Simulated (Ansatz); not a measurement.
**Rb: a two-dimensional strain map**

This session takes Rb and sets out to strain the cell in the xy plane and along z independently.

Program: Ansatz 0.2.0. Level of theory: DFT PBE, scalar-relativistic, plane waves, PAW. These are calculated values, not measurements.

1 further run of the same task is left out (set aside as unsound or not needed).

### Step 1. The structure to begin with

Symmetry: I4/mmm, No. 139, tetragonal system. The conventional cell has a = 5.909 Å, b = 5.909 Å, c = 5.462 Å, α = 90.00°, β = 90.00°, γ = 90.00°.

Structure file:

```cif
data_structure
_symmetry_space_group_name_H-M 'I4/mmm'
_symmetry_Int_Tables_number 139
_cell_length_a 5.9090
_cell_length_b 5.9090
_cell_length_c 5.4617
_cell_angle_alpha 90.000
_cell_angle_beta 90.000
_cell_angle_gamma 90.000
_cell_volume 190.70
loop_
_atom_site_label
_atom_site_type_symbol
_atom_site_symmetry_multiplicity
_atom_site_Wyckoff_symbol
_atom_site_fract_x
_atom_site_fract_y
_atom_site_fract_z
_atom_site_occupancy
Rb1 Rb 2 a 0.00000 0.00000 0.00000 1
```

It goes back to an entry of the Materials Project, which need not be the stable form.

The cell is taken as given, not relaxed at this level.

### Step 2. Zero of energy

The reference gives a free energy of -3267.3521 eV, pressure -0.11 GPa, largest force 0.000 eV/Å and gap on the mesh none (metal). It was computed beforehand with the settings of the runs below.

### Step 3. Setting up a two-dimensional strain map

The cell is strained by p along both x and y and by q along z, with fractional coordinates fixed.

### Step 4. At p = -0.030, q = -0.030

input.yaml reads:

```yaml
crystal:
  lattice:
    - [-2.8658765057, 2.8658765057, 2.6489198396]
    - [2.8658765057, -2.8658765057, 2.6489198396]
    - [2.8658765057, 2.8658765057, -2.6489198396]
  atoms:
    - { symbol: Rb, position: [0.0, 0.0, 0.0] }
basis:
  ecutwfc: 420
kpoints:
  mp_grid: { grid: [12, 12, 12] }
hamiltonian:
  xc: pbe
scf:
  occupations: { method: gaussian, width: 0.15 }
output:
  forces: true
  stress: true
  eigenvalues: true
```

On the command line:

```bash
> ansatz run input.yaml --threads 1 --pin off --max-ram 1228MiB --backend cpu --events-out ev --progress --plain --runs-dir out
```

### Step 5. p = -0.030, q = 0.000

input.yaml reads:

```yaml
crystal:
  lattice:
    - [-2.8658765057, 2.8658765057, 2.7308451955]
    - [2.8658765057, -2.8658765057, 2.7308451955]
    - [2.8658765057, 2.8658765057, -2.7308451955]
  atoms:
    - { symbol: Rb, position: [0.0, 0.0, 0.0] }
basis:
  ecutwfc: 420
kpoints:
  mp_grid: { grid: [12, 12, 12] }
hamiltonian:
  xc: pbe
scf:
  occupations: { method: gaussian, width: 0.15 }
output:
  forces: true
  stress: true
  eigenvalues: true
```

### Step 6. Point p = -0.030, q = 0.030

input.yaml reads:

```yaml
crystal:
  lattice:
    - [-2.8658765057, 2.8658765057, 2.8127705514]
    - [2.8658765057, -2.8658765057, 2.8127705514]
    - [2.8658765057, 2.8658765057, -2.8127705514]
  atoms:
    - { symbol: Rb, position: [0.0, 0.0, 0.0] }
basis:
  ecutwfc: 420
kpoints:
  mp_grid: { grid: [12, 12, 12] }
hamiltonian:
  xc: pbe
scf:
  occupations: { method: gaussian, width: 0.15 }
output:
  forces: true
  stress: true
  eigenvalues: true
```

### Step 7. Point p = 0.000, q = -0.030

input.yaml reads:

```yaml
crystal:
  lattice:
    - [-2.9545118615, 2.9545118615, 2.6489198396]
    - [2.9545118615, -2.9545118615, 2.6489198396]
    - [2.9545118615, 2.9545118615, -2.6489198396]
  atoms:
    - { symbol: Rb, position: [0.0, 0.0, 0.0] }
basis:
  ecutwfc: 420
kpoints:
  mp_grid: { grid: [12, 12, 12] }
hamiltonian:
  xc: pbe
scf:
  occupations: { method: gaussian, width: 0.15 }
output:
  forces: true
  stress: true
  eigenvalues: true
```

### Step 8. p = 0.000, q = 0.030

input.yaml reads:

```yaml
crystal:
  lattice:
    - [-2.9545118615, 2.9545118615, 2.8127705514]
    - [2.9545118615, -2.9545118615, 2.8127705514]
    - [2.9545118615, 2.9545118615, -2.8127705514]
  atoms:
    - { symbol: Rb, position: [0.0, 0.0, 0.0] }
basis:
  ecutwfc: 420
kpoints:
  mp_grid: { grid: [12, 12, 12] }
hamiltonian:
  xc: pbe
scf:
  occupations: { method: gaussian, width: 0.15 }
output:
  forces: true
  stress: true
  eigenvalues: true
```

### Step 9. At p = 0.030, q = -0.030

input.yaml reads:

```yaml
crystal:
  lattice:
    - [-3.0431472173, 3.0431472173, 2.6489198396]
    - [3.0431472173, -3.0431472173, 2.6489198396]
    - [3.0431472173, 3.0431472173, -2.6489198396]
  atoms:
    - { symbol: Rb, position: [0.0, 0.0, 0.0] }
basis:
  ecutwfc: 420
kpoints:
  mp_grid: { grid: [12, 12, 12] }
hamiltonian:
  xc: pbe
scf:
  occupations: { method: gaussian, width: 0.15 }
output:
  forces: true
  stress: true
  eigenvalues: true
```

### Step 10. Point p = 0.030, q = 0.000

input.yaml reads:

```yaml
crystal:
  lattice:
    - [-3.0431472173, 3.0431472173, 2.7308451955]
    - [3.0431472173, -3.0431472173, 2.7308451955]
    - [3.0431472173, 3.0431472173, -2.7308451955]
  atoms:
    - { symbol: Rb, position: [0.0, 0.0, 0.0] }
basis:
  ecutwfc: 420
kpoints:
  mp_grid: { grid: [12, 12, 12] }
hamiltonian:
  xc: pbe
scf:
  occupations: { method: gaussian, width: 0.15 }
output:
  forces: true
  stress: true
  eigenvalues: true
```

### Step 11. p = 0.030, q = 0.030

input.yaml reads:

```yaml
crystal:
  lattice:
    - [-3.0431472173, 3.0431472173, 2.8127705514]
    - [3.0431472173, -3.0431472173, 2.8127705514]
    - [3.0431472173, 3.0431472173, -2.8127705514]
  atoms:
    - { symbol: Rb, position: [0.0, 0.0, 0.0] }
basis:
  ecutwfc: 420
kpoints:
  mp_grid: { grid: [12, 12, 12] }
hamiltonian:
  xc: pbe
scf:
  occupations: { method: gaussian, width: 0.15 }
output:
  forces: true
  stress: true
  eigenvalues: true
```

### Step 12. Point p = -0.030, q = -0.015

input.yaml reads:

```yaml
crystal:
  lattice:
    - [-2.8658765057, 2.8658765057, 2.6898825176]
    - [2.8658765057, -2.8658765057, 2.6898825176]
    - [2.8658765057, 2.8658765057, -2.6898825176]
  atoms:
    - { symbol: Rb, position: [0.0, 0.0, 0.0] }
basis:
  ecutwfc: 420
kpoints:
  mp_grid: { grid: [12, 12, 12] }
hamiltonian:
  xc: pbe
scf:
  occupations: { method: gaussian, width: 0.15 }
output:
  forces: true
  stress: true
  eigenvalues: true
```

(Steps that only read results are left out.)

Before running it: what results should come out? Wanted: highest point; lowest point away from the origin.

**Answer**, as computed:

| quantity | value |
| --- | --- |
| highest point | 11.3 meV/atom at (p, q) = (0.030, 0.030) |
| lowest point away from the origin | -1.8 meV/atom at (-0.030, 0.030) |

Of the points run, the lowest is (-0.030, 0.030), 1.8 meV/atom below the undisturbed cell, which was taken as given and not relaxed at this level. At |p| = |q| = 0.030, points where p and q have the same sign cost 5.8 meV/atom on average, those of opposite sign 1.2: stretching in the plane is cheaper with a contraction along z.
